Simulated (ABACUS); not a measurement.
Crystal: PbSe (Clausthalite).

```
CELL_PARAMETERS angstrom
0.00000 3.06065 3.06065
3.06065 0.00000 3.06065
3.06065 3.06065 0.00000
ATOMIC_POSITIONS crystal
Pb 0.00000 0.00000 0.00000
Se 0.50000 0.50000 0.50000
```

Base run:

```yaml
Program: ABACUS 3.10.1
Functional: B86bPBE
Potentials_or_basis: GBRV ultrasoft 1.5 PBE
Cutoff: 544 eV
Density_cutoff: 4354 eV
Basis: plane waves
k_mesh: 6 × 6 × 6
Occupations: fermi-dirac, width 0.05 eV
Spin: no spin polarisation
```

Its results: band gap on the k mesh 0.31 eV, direct; pressure 2.7 GPa.

Problem. The run is repeated on the same cell with these changes: functional from B86bPBE to BLYP; potentials or basis from GBRV ultrasoft 1.5 PBE to SPMS ONCV 1.0 PBE; cutoff from 544 eV to 1184 eV; density cutoff from 4354 eV to 4735 eV; valence electrons from 20 to 30. What comes out?

Solution. Band gap on the k mesh 0.42 eV, direct; pressure 5.2 GPa.

Caveats: the potentials were made for another functional, which shifts forces and pressure; spin-orbit coupling is left out, which as a rule narrows the gap of such compounds by several tenths of an eV.

A k mesh can miss the band edges.
